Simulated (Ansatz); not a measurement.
The geometry is COD entry 4117966, unchecked; take it as a test cell. The listed cell was then made from it by scaling, straining or moving an atom.

An input for MnO: DFT, PBEsol, all-electron PAW with datasets made for the crystal, scalar-relativistic (Ansatz 0.2.0).

Command: `ansatz run input.yaml --threads 1 --pin off --max-ram 6144MiB --backend cpu --events-out ev --progress --plain --runs-dir out` The run took 2.2 min on 1 thread of Intel(R) Xeon(R) Platinum 8488C (Sapphire Rapids), with other jobs on the host, peak memory 2.2 GiB.

```yaml
crystal:
  lattice:
    - [3.3940307253, 0.0, 0.0]
    - [-1.6970153626, 2.9393168293, 0.0]
    - [0.0, 0.0, 5.4211666023]
  atoms:
    - { symbol: Mn, position: [0.3333333333, 0.6666666667, 0.01096], spin: 4.0 }
    - { symbol: Mn, position: [0.6666666667, 0.3333333333, 0.51096], spin: 4.0 }
    - { symbol: O, position: [0.3333333333, 0.6666666667, 0.37547] }
    - { symbol: O, position: [0.6666666667, 0.3333333333, 0.87547] }
magnetization:
  spin_polarized: true
kpoints:
  mp_grid: { grid: [14, 14, 8] }
scf:
  occupations: { method: fermi_dirac, width: 0.05 }
hamiltonian:
  xc: pbesol
  pseudopotentials: { kind: all_electron, datasets: crystal }
output:
  forces: true
  stress: true
  eigenvalues: true
  efg: { contact_densities: true }
```

Set-up and iterations as logged by Ansatz (the results part is left out, to be predicted):

```
hamiltonian.pseudopotentials.datasets: crystal makes datasets for this crystal and solves the spheres of its atoms anew in each pass: cutoff 460.0 eV, the density's 1840.0 eV; for an error of 0.50 meV an atom under PBE, 2.0 meV for the cell; an energy difference from a run of another recipe may be off by several times the error for the cell, under r2SCAN by more, where some 0.1 meV an atom stays at smaller errors; O in spheres of 0.900 Å, 6 of its electrons in bands; Mn in spheres of 1.074 Å, 15 of its electrons in bands
Engine: ansatz 0.2.0
Pseudopotentials: kind: all_electron
Pseudopotential: Mn, paw, valence charge 15, recommended cutoff 460 eV (normal), Koelling and Harmon's equation, gaussian nucleus
Pseudopotential: O, paw, valence charge 6, recommended cutoff 460 eV (normal), Koelling and Harmon's equation, gaussian nucleus
Functional definition: PBEsol
  exchange = pbesol_x
  correlation = pbesol_c
a search for the magnetic state begins, with frozen cores and fixed partial waves. It gives no result and prints no iterations
WARN: the search for the magnetic state of this step took 11 SCF iterations with frozen cores. It stayed in its first state, in which the spheres begin. It saw a lower state and didn't keep it. A lower state may remain. Its SCFs, which print nothing, raised: other_magnetic_order. The starting moments (-4.15, 4.15, 0.00, 0.00 Bohr magnetons, atom by atom) can lead lower
Crystal: 4 atoms, lattice volume = 54.082 Å³
Basis set: ecut = 460 eV, 1213 PW (Γ), exchange–correlation on 48×48×80 points (8 copies of the dense FFT grid, shifted against one another)
Bands: 30, of which v1, the nominal top of the filled ones, is band 21 counted from 1 (20 counted from 0)
Symmetry: 12 space group operations
Space group: P63mc (ITA 186), of the structure as read, at distance tolerance 3.8e-5 Å
Magnetic group: BNS 186.203 (UNI 1433), of the structure as read, at distance tolerance 3.8e-5 Å
k-points: 120 of 1568 (time reversal used)
Non-local potential: Mn, projectors of the file, l = 0: 2, l = 1: 2, l = 2: 2
Non-local potential: O, projectors of the file, l = 0: 1, l = 1: 2
PAW form: soft (Blöchl's): semilocal exchange-correlation on the pseudo side does not see the compensation charge
PAW one-centre angular grid: Mn, 590 points (default); XC on its mesh's 1857 points in the sphere
PAW one-centre angular grid: O, 110 points (default); XC on its mesh's 1909 points in the sphere
Initial density: read from a saved state, or passed on in memory by an earlier SCF of this step, an earlier step, the calling program or the single point that the run made first
Starting moments: Σ|m| = 8 μB on 2 of 4 sites; this step starts from the density that it was given
Initial wavefunctions: pseudopotential atomic-orbital guess
Functional: x = pbesol(κ = 0.804, μ = 0.12345679012345678), c = pbesol(β = 0.046)
iter 1 solved again at ethr=6.94e-6 eV; its pass at ethr=1.00e-1 eV (dr2=2.91e-3 eV) is discarded
SCF iter   1: F=—  HF=-67079.006221 eV  |F-HF|=—  |Δ(HF+E_count)|=         —  Δρ=2.90e-3 (↑2.63e-3 ↓2.90e-3)  dr2=2.80e-3  dr2_m=4.79e-4  β_m=0.30  ethr=6.94e-6  ⟨swp⟩=5.5  Hψ=48867  notcnv=0
SCF iter   2: F=—  HF=-67079.006513 eV  |F-HF|=—  |Δ(HF+E_count)|=   2.92e-4  Δρ=2.41e-3 (↑2.41e-3 ↓2.04e-3)  dr2=2.20e-3  dr2_m=4.42e-4  β_m=0.64  ethr=6.66e-6  ⟨swp⟩=3.0  Hψ=16086  notcnv=0
SCF iter   3: F=—  HF=-67079.009750 eV  |F-HF|=—  |Δ(HF+E_count)|=   3.24e-3  Δρ=1.49e-3 (↑1.49e-3 ↓8.17e-4)  dr2=1.58e-3  dr2_m=1.81e-4  β_m=0.57  ethr=5.25e-6  ⟨swp⟩=3.0  Hψ=15324  notcnv=0
iter 4 solved again at ethr=2.32e-8 eV; its pass at ethr=3.76e-6 eV (dr2=9.76e-6 eV) is discarded
SCF iter   4: F=—  HF=-67079.010690 eV  |F-HF|=—  |Δ(HF+E_count)|=   9.41e-4  Δρ=1.60e-4 (↑1.45e-4 ↓1.60e-4)  dr2=9.17e-6  dr2_m=6.95e-6  β_m=0.57  ethr=2.32e-8  ⟨swp⟩=3.0  Hψ=33710  notcnv=0
SCF iter   5: F=—  HF=-67079.010719 eV  |F-HF|=—  |Δ(HF+E_count)|=   2.90e-5  Δρ=1.69e-4 (↑1.69e-4 ↓1.45e-4)  dr2=2.17e-5  dr2_m=4.51e-6  β_m=0.78  ethr=2.18e-8  ⟨swp⟩=3.1  Hψ=17050  notcnv=0
SCF iter   6: F=—  HF=-67079.010729 eV  |F-HF|=—  |Δ(HF+E_count)|=   9.67e-6  Δρ=8.49e-5 (↑8.49e-5 ↓3.95e-5)  dr2=3.91e-6  dr2_m=4.52e-7  β_m=0.73  ethr=2.18e-8  ⟨swp⟩=3.0  Hψ=14962  notcnv=0
SCF iter   7: F=—  HF=-67079.010728 eV  |F-HF|=—  |Δ(HF+E_count)|=   7.88e-7  Δρ=1.82e-5 (↑1.82e-5 ↓1.04e-5)  dr2=2.03e-7  dr2_m=3.74e-8  β_m=0.85  ethr=9.31e-9  ⟨swp⟩=3.0  Hψ=13610  notcnv=0
SCF iter   8: F=-67079.010728 eV  HF=-67079.010728 eV  |F-HF|=1.99e-8  |Δ(HF+E_count)|=   1.84e-7  Δρ=8.81e-6 (↑8.81e-6 ↓3.79e-6)  dr2=7.15e-8  dr2_m=5.91e-9  ethr=4.84e-10  ⟨swp⟩=3.1  Hψ=16606  notcnv=0
```

Semilocal functionals without U often leave such compounds metallic or with too small a gap, and the real magnetic order may differ.

(1) What pressure will this run report?

(2) What moment will the cell end with?

(3) How large will the largest force be?

Answers

(1) -1.64 GPa (positive in compression).

(2) 9.99 μB.

(3) 0.541 eV/Å.
